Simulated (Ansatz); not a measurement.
**BAs: band structure with PBEsol0**

The system is BAs.

```xyz
2
Lattice="0.0000 2.3885 2.3885 2.3885 0.0000 2.3885 2.3885 2.3885 0.0000" Properties=species:S:1:pos:R:3 pbc="T T T"
As    3.5827    3.5827    3.5827
B     0.0000    0.0000    0.0000
```

```yaml
Program: Ansatz 0.2.0
Task: band structure
Functional: PBEsol0
Potentials_or_basis: Ansatz PAW
Cutoff: "420 eV (not typed: the program's choice for these potentials)"
k_mesh: 5 × 5 × 5
Occupations: fermi-dirac, width 0.05 eV
Spin: no spin polarisation
Path: "[[\"G\", \"X\", \"W\", \"K\", \"G\", \"L\", \"U\", \"W\", \"L\", \"K\"], [\"U\", \"X\"]]"
Points_for_each_segment_of_the_path: 4
```

```
Pressure                : -2.8 GPa
Band gap on the k mesh  : 2.46 eV, indirect (least direct gap 4.78 eV)
Band gap along the path : 2.47 eV, indirect (least direct gap 4.78 eV)
```

Levels at the corners of the path, in eV from the valence-band top:
```csv
point,band 5,band 6,band 7,band 8,band 9,band 10,band 11,band 12,band 13,band 14
Γ,-39.34,-17.06,0.00,0.00,0.00,4.78,4.78,4.78,6.57,11.15
X,-39.34,-12.36,-9.56,-4.52,-4.52,2.72,2.75,13.72,13.72,15.10
W,-39.34,-12.17,-9.05,-6.08,-5.76,6.86,7.87,8.33,8.90,14.59
K,-39.34,-12.41,-9.14,-6.61,-3.87,3.39,7.24,11.33,11.86,12.61
Γ,-39.34,-17.06,0.00,0.00,0.00,4.78,4.78,4.78,6.57,11.15
L,-39.34,-13.86,-9.82,-2.01,-2.01,4.24,6.39,6.39,10.62,14.69
U,-39.34,-12.41,-9.14,-6.61,-3.87,3.39,7.24,11.33,11.86,12.61
W,-39.34,-12.17,-9.05,-6.08,-5.76,6.86,7.87,8.33,8.90,14.59
L,-39.34,-13.86,-9.82,-2.01,-2.01,4.24,6.39,6.39,10.62,14.69
K,-39.34,-12.41,-9.14,-6.61,-3.87,3.39,7.24,11.33,11.86,12.61
U,-39.34,-12.41,-9.14,-6.61,-3.87,3.39,7.24,11.33,11.86,12.61
X,-39.34,-12.36,-9.56,-4.52,-4.52,2.72,2.75,13.72,13.72,15.10
```

Wall time 2.2 min on 2 threads of Intel(R) Xeon(R) Processor @ 2.70GHz, with other jobs on the host, peak memory 0.67 GiB.

Caveat: the k mesh is coarse (spacing up to 0.46 Å⁻¹), so the values aren't converged, least of all with exact exchange; the PAW data sets come from PBE, with cores solved anew for the run's functional, which leaves a small shift of forces and pressure; the thresholds are loose for stress.
